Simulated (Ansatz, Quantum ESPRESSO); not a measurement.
# NaF(001): dielectric constant from slabs in a field, part 7 of 7

Aim: the dielectric constant along the normal from slabs of two thicknesses in a field, starting with NaF(001), 5 layers.

Quantum ESPRESSO 7.5; plane-wave DFT, PBE, GBRV ultrasoft pseudopotentials; geometry by Ansatz 0.2.0 with PAW datasets.

So far. Step 17 (Potential by pp.x, 9 layers): The slope in the vacuum is 0.100 eV/Å for an applied 0.10 V/Å, as it should be. Step 18 (Clamped-ion dielectric constant from the field inside …): ε = 0.1000 / 0.0537 = 1.86.

## (21) Self-consistent run, 5 layers, with no tefield

Another try, with an input changed as a hurried user might.

n5.f1.bad.in

```
&control
  prefix = 'n5.f1.bad'
  outdir = './out'
  pseudo_dir = './pseudo'
  calculation = 'scf'
  tprnfor = .true.
  dipfield = .true.
/
&system
  ibrav = 0
  nat = 10
  ntyp = 2
  ecutwfc = 40
  ecutrho = 200
  occupations = 'fixed'
  edir = 3
  emaxpos = 0.97
  eopreg = 0.04
  eamp = 0.00194469
/
&electrons
  conv_thr = 1e-10
  mixing_beta = 0.5
  electron_maxstep = 50
/
ATOMIC_SPECIES
  Na  22.9898  na_pbe_v1.5.uspp.F.UPF
  F   18.9984  f_pbe_v1.4.uspp.F.UPF
CELL_PARAMETERS angstrom
  3.32340187160000 0.00000000000000 0.00000000000000
  0.00000000000000 3.32340187160000 0.00000000000000
  0.00000000000000 0.00000000000000 25.40000000000000
ATOMIC_POSITIONS crystal
  Na  -0.000000000000 0.000000000000 0.315643956391
  F   0.500000000000 0.500000000000 0.314643257751
  Na  0.500000000000 0.500000000000 0.407349630328
  F   -0.000000000000 0.000000000000 0.407508276429
  Na  0.000000000000 0.000000000000 0.499999995190
  F   0.500000000000 0.500000000000 0.500000004652
  Na  0.500000000000 0.500000000000 0.592650361079
  F   0.000000000000 0.000000000000 0.592491731327
  Na  0.000000000000 0.000000000000 0.684356030873
  F   0.500000000000 0.500000000000 0.685356755981
K_POINTS automatic
  8 8 1 0 0 0
```

Launch:

```sh
OMP_NUM_THREADS=1 mpirun -n 8 pw.x -nk 4 -in n5.f1.bad.in > n5.f1.bad.out
```

Log:

```text
[banner, memory and clock lines left out]
Program PWSCF v.7.5 starts
[citation notice left out]

[...]
Message from routine setup:
[...]
bravais-lattice index     =            0
     lattice parameter (alat)  =       6.2803  a.u.
     unit-cell volume          =    1893.1980 (a.u.)^3
     number of atoms/cell      =           10
     number of atomic types    =            2
     number of electrons       =        80.00
     number of Kohn-Sham states=           40
     kinetic-energy cutoff     =      40.0000  Ry
     charge density cutoff     =     200.0000  Ry
     scf convergence threshold =      1.0E-10
     mixing beta               =       0.5000
     number of iterations used =            8  plain     mixing
     Exchange-correlation=  SLA  PW   PBX  PBC
                           (   1   4   3   4   0   0   0)

[...]
PseudoPot. # 1 for Na read from file:
     ./pseudo/na_pbe_v1.5.uspp.F.UPF
     Pseudo is Ultrasoft, Zval =  9.0
     Generated by new atomic code, or converted to UPF format
     Using radial grid of  819 points,  5 beta functions with:
                l(1) =   0
                l(2) =   0
                l(3) =   1
                l(4) =   1
                l(5) =   2
     Q(r) pseudized with  8 coefficients,  rinner =    1.250   1.250   1.250
                                                       1.250   1.250

     PseudoPot. # 2 for F  read from file:
     ./pseudo/f_pbe_v1.4.uspp.F.UPF
     Pseudo is Ultrasoft, Zval =  7.0
     Generated by new atomic code, or converted to UPF format
     Using radial grid of  799 points,  4 beta functions with:
                l(1) =   0
                l(2) =   0
                l(3) =   1
                l(4) =   1
     Q(r) pseudized with  8 coefficients,  rinner =    0.950   0.950   0.950

     atomic species   valence    mass     pseudopotential
     Na                9.00    22.98980     Na( 1.00)
     F                 7.00    18.99840     F ( 1.00)

     16 Sym. Ops., with inversion, found

[...]
number of k points=    15
[...]
Dense  grid:    90245 G-vectors     FFT dimensions: (  30,  30, 225)

     Smooth grid:    64785 G-vectors     FFT dimensions: (  25,  25, 200)

     Initial potential from superposition of free atoms

     starting charge      79.9685, renormalised to      80.0000

     negative rho (up, down):  5.922E-04 0.000E+00
     Starting wfcs are   45 randomized atomic wfcs

     per-process dynamical memory:    48.6 Mb

     Self-consistent Calculation

     iteration #  1     ecut=    40.00 Ry     beta= 0.50
     Davidson diagonalization with overlap
     ethr =  1.00E-02,  avg # of iterations =  1.0

     negative rho (up, down):  2.260E-04 0.000E+00

     total energy              =    -720.52751896 Ry
     estimated scf accuracy    <       1.34730277 Ry

     iteration #  2     ecut=    40.00 Ry     beta= 0.50
[...]
negative rho (up, down):  1.151E-04 0.000E+00

[...]
total energy              =    -720.94375293 Ry
     estimated scf accuracy    <       0.32087377 Ry

     iteration #  3     ecut=    40.00 Ry     beta= 0.50
[...]
negative rho (up, down):  1.434E-04 0.000E+00

[...]
total energy              =    -720.98097399 Ry
     estimated scf accuracy    <       0.01806473 Ry

     iteration #  4     ecut=    40.00 Ry     beta= 0.50
[...]
negative rho (up, down):  1.737E-04 0.000E+00

[...]
total energy              =    -720.98320644 Ry
     estimated scf accuracy    <       0.00533132 Ry

     iteration #  5     ecut=    40.00 Ry     beta= 0.50
[...]
negative rho (up, down):  2.018E-04 0.000E+00

[...]
total energy              =    -720.98434761 Ry
     estimated scf accuracy    <       0.00006604 Ry

     iteration #  6     ecut=    40.00 Ry     beta= 0.50
[...]
negative rho (up, down):  2.004E-04 0.000E+00

[...]
total energy              =    -720.98418467 Ry
     estimated scf accuracy    <       0.00037989 Ry

[...]
iteration #  9     ecut=    40.00 Ry     beta= 0.50
[...]
negative rho (up, down):  2.138E-04 0.000E+00

[...]
total energy              =    -720.98432416 Ry
     estimated scf accuracy    <       0.00000012 Ry

     iteration # 10     ecut=    40.00 Ry     beta= 0.50
[...]
negative rho (up, down):  2.141E-04 0.000E+00

[...]
total energy              =    -720.98432420 Ry
     estimated scf accuracy    <          8.5E-10 Ry

     iteration # 11     ecut=    40.00 Ry     beta= 0.50
[...]
negative rho (up, down):  2.145E-04 0.000E+00

[...]
total energy              =    -720.98432421 Ry
     estimated scf accuracy    <          7.8E-09 Ry

     iteration # 12     ecut=    40.00 Ry     beta= 0.50
[...]
negative rho (up, down):  2.148E-04 0.000E+00

[...]
End of self-consistent calculation

          k = 0.0000 0.0000 0.0000 (  8033 PWs)   bands (ev):

   -50.9621 -50.9621 -50.6723 -50.6667 -50.6624 -23.0591 -23.0268 -22.8748
   -22.8420 -22.8420 -22.8420 -22.8420 -22.7830 -22.6823 -22.5895 -22.5895
   -22.5732 -22.5732 -22.5575 -22.5575 -22.4266 -22.2528 -22.1839 -22.0790
   -22.0371  -4.6200  -4.4235  -4.0613  -3.8100  -3.8100  -3.7107  -3.7102
    -3.7102  -3.5565  -3.5565  -3.5102  -3.4072  -3.4072  -3.3938  -3.3938

          k = 0.0000 0.1250 0.0000 (  8085 PWs)   bands (ev):

   -50.9616 -50.9616 -50.6714 -50.6661 -50.6622 -23.0844 -23.0446 -22.9676
   -22.9342 -22.8802 -22.8403 -22.8403 -22.8100 -22.6933 -22.6593 -22.5990
   -22.5866 -22.5716 -22.5715 -22.5570 -22.2672 -22.1523 -22.1093 -22.0177
   -21.9820  -4.5885  -4.4433  -4.1537  -3.9401  -3.8229  -3.8037  -3.7486
    -3.7109  -3.6067  -3.5665  -3.5577  -3.5341  -3.4493  -3.4168  -3.4065

[...]
highest occupied level (ev):    -3.3938

!    total energy              =    -720.98432421 Ry
     estimated scf accuracy    <          7.0E-11 Ry

     The total energy is the sum of the following terms:
     one-electron contribution =   -5299.72539091 Ry
     hartree contribution      =    2671.07602960 Ry
     xc contribution           =    -119.26553410 Ry
     ewald contribution        =    2026.93057120 Ry

     convergence has been achieved in  12 iterations

     Forces acting on atoms (cartesian axes, Ry/au):

     atom    1 type  1   force =     0.00000000    0.00000000   -0.00093881
     atom    2 type  2   force =     0.00000000    0.00000000   -0.00049994
     atom    3 type  1   force =     0.00000000    0.00000000   -0.00005489
     atom    4 type  2   force =     0.00000000    0.00000000   -0.00003547
     atom    5 type  1   force =     0.00000000    0.00000000    0.00000000
     atom    6 type  2   force =     0.00000000    0.00000000    0.00000000
     atom    7 type  1   force =     0.00000000    0.00000000    0.00005489
     atom    8 type  2   force =     0.00000000    0.00000000    0.00003547
     atom    9 type  1   force =     0.00000000    0.00000000    0.00093881
     atom   10 type  2   force =     0.00000000    0.00000000    0.00049994

     Total force =     0.001507     Total SCF correction =     0.000008

[...]
```

Elapsed: 13 s, on 8 MPI ranks of Arm Neoverse V2, shared host; peak memory 0.77 GiB.

Residual by cycle:

cycle, log10 residual and a bar from the least value:
```
        1        0.1 ##############################
        2       -0.5 ############################
        3       -1.7 #########################
        4       -2.3 #######################
        5       -4.2 #################
        6       -3.4 ####################
        7       -4.0 ##################
        8       -4.8 ################
        9       -6.9 #########
       10       -9.1 ###
       11       -8.1 ######
       12      -10.2
```

The setting was moved on purpose (tefield left out, which switches off the field and the dipole correction alike), yet the run converged, and its energy lies within 1 meV an atom of the base run's, at the same geometry.

Beside the run it was changed from:

| quantity | this run | unchanged run | difference |
| --- | --- | --- | --- |
| free energy (eV) | -9809.491 | -9809.493 | 0.0018 |
| wall time (s) | 13 | 29 |  |
| SCF iterations | 12 | 14 |  |

The free energy moves by +0.18 meV an atom.

## (22) A check by hand

A slab of thickness t takes t(1 − 1/ε) off the field's path. Four layers: (10.103 − 5.747) / 9.404 = 0.4632, so ε = 1/(1 − 0.4632) = 1.86.

## (23) Summary of results

| Property | Result |
| --- | --- |
| clamped-ion dielectric constant, 5 layers | 1.86 |
| clamped-ion dielectric constant, 9 layers | 1.86 |
| relaxed-ion value, 5 layers, two rough readings (polarisability, inner slope) | 7.0, 4.5 |
| sheet polarisability, 5 layers | 5.75 Å |
| sheet polarisability, 9 layers | 10.1 Å |

What this shows: The electronic dielectric constant inside comes to 1.86; with the ions free five layers give only rough readings (PBE, GBRV ultrasoft). Four more layers add 9.40 Å and 4.36 Å of sheet polarisability; 1 − 1/ε = 0.463 then gives ε = 1.86 for the interior, free of the surfaces. With the ions free 4πα/A grows from 5.75 to 10.64 Å. At the thickness that the clamped run implies, 12.41 Å, this is ε = 7.0, with the answer of the surface ions in it; the slope of the inner potential gives 4.5, but that slope is small and hangs on the window of the fit. The cubic lattice constant was set to 4.70 Å, near the PBE value. These functionals tend to put the electronic constant too high, and five layers have little bulk-like interior. Neither relaxed-ion reading is the bulk's static constant.

[Logs are printed without paths, hosts, clocks, repeated set-up lines and the standing remarks that a program may print on its own settings, such as how far it seeks lower states.]

[Hosts, paths, dates, database ids (printed as entryN), source tags and the programs' standing remarks are cut or masked in the printed files.]

[Maps of the electrostatic potential energy from Ansatz leave out the sawtooth potential of an applied field or a dipole correction, so their vacuum need not be flat; planar profiles and work functions include it.]
